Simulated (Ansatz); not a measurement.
InSb

Computed with Ansatz (plane waves, PAW, 420 eV cutoff): PBEsol, scalar-relativistic, no spin polarisation, Γ-centred 6×6×10 mesh, 0.05 eV Gaussian smearing; PAW files: Ansatz's generated set soft_2.

Space group Pmmn:1 (No. 59). a = 5.688 Å, b = 5.756 Å, c = 3.253 Å, α = 90.00°, β = 90.00°, γ = 90.00°
```json
{"atom": "In", "site": "2a", "symmetry": "mm2", "x": "0.0000", "y": "0.0000", "z": "0.0225"}
{"atom": "Sb", "site": "2b", "symmetry": "mm2", "x": "0.5000", "y": "0.0000", "z": "0.6974"}
```

The chain of runs began from a cell as deposited in COD, expanded in volume. The relaxation kept the space group but changed the cell's proportions, one axis by 3 % at equal volume, so the results may not describe the measured structure.

The cell above was scaled in volume, and shape and atoms were relaxed at each volume within its symmetry. Energies are counted from the cell above.

Cell and atoms are those of this level's equilibrium.

```csv
V (Å³/atom),ΔE (meV/atom),P from the stress (GPa)
25.563,7.56,2.37
26.096,1.80,1.11
26.629,0.00,-0.01
27.161,1.75,-1.01
27.694,6.64,-1.90
```

Problem. Do the energies and the pressures agree? Compare −ΔE/ΔV between neighbouring points (1 meV/Å³ = 0.1602 GPa) with the mean of their pressures.

Solution. 
| interval (Å³/atom) | −ΔE/ΔV (GPa) | mean P (GPa) |
| --- | --- | --- |
| 25.56 to 26.10 | 1.7 | 1.7 |
| 26.10 to 26.63 | 0.5 | 0.5 |
| 26.63 to 27.16 | -0.5 | -0.5 |
| 27.16 to 27.69 | -1.5 | -1.5 |
They differ by 0.02 GPa at most.

Problem. What do the two routes give for V0, B0 and B0′?

Solution. A third-order Birch–Murnaghan fit of the energies: V0 = 26.62 Å³/atom, B0 = 53 GPa, B0′ = 4.7. A polynomial of P in ln V, with B = −dP/d ln V at P = 0: V0 = 26.62 Å³/atom, B0 = 53 GPa, B0′ = 4.9.

B0·V0 = 53.2 GPa × 26.62 Å³ = 8.85 eV/atom sets the scale: near the minimum ΔE ≈ ½ B0 V0 x², with x = V/V0 − 1, and a pressure of 0.5 GPa squeezes the volume by about 1 %. At the ends of the curve: x = −4.0 % predicts 7.0 meV/atom and the run gives 7.6; x = +4.0 % predicts 7.2 meV/atom and the run gives 6.6. The curve is steeper than the parabola on the compressed side and flatter on the expanded side: the bulk modulus rises with pressure.

Scalar-relativistic only: spin–orbit splittings of the heavy atoms' levels are missing. The run is a metal.
